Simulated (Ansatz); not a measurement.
Runs of Ansatz 0.2.0 on MoP. It takes space group P-6m2 (No. 187, hexagonal). The conventional cell has a = 3.223 Å, b = 3.223 Å, c = 3.191 Å, α = 90.00°, β = 90.00°, γ = 120.00°. Mo (site symmetry -6m2) has 6 P at 2.45 Å as nearest neighbours. P (site symmetry -6m2) has 6 Mo at 2.45 Å as nearest neighbours. 

| task | level | spin | cell | k mesh | gap on the mesh (eV) | pressure (GPa) | relaxed volume (Å³/atom) |
| --- | --- | --- | --- | --- | --- | --- | --- |
| relaxation of cell and atoms | HSE06 | off | relaxed | 5 × 5 × 4 | none | 0.0 | (b) |
| relaxation of cell and atoms | B3LYP | off | relaxed | 5 × 5 × 4 | none | 0.0 | (a) |
| relaxation of cell and atoms | PBEsol0 | off | relaxed | 5 × 5 × 4 | none | 0.0 | 13.80 |
| single point | HSE06 | SOC, no magnetisation | as given | 4 × 4 × 4 | none | -4.9 | - |
| relaxation of cell and atoms | PBE0 | off | relaxed | 5 × 5 × 4 | none | 0.0 | 14.04 |

Alike in all rows: potentials or basis Ansatz PAW; cutoff (eV) 420; smearing fermi-dirac 0.05 eV; the mesh is coarse, so values aren't converged.

Problem. Fill in the values left out.

Solution. (a) 14.69; (b) 14.05.

Caveats: all runs use coarse meshes; the PAW data sets come from PBE, with cores solved anew for the run's functional, which leaves a small shift of forces and pressure; the plane-wave basis is chosen anew once the cell has moved, so the energies of steps on either side of that aren't comparable (some runs); the thresholds are loose for stress (some runs).

A k mesh can miss the band edges, and rows without SOC leave out spin-orbit coupling on Mo.

A gap of «none» marks a metal or a gap under the smearing width.
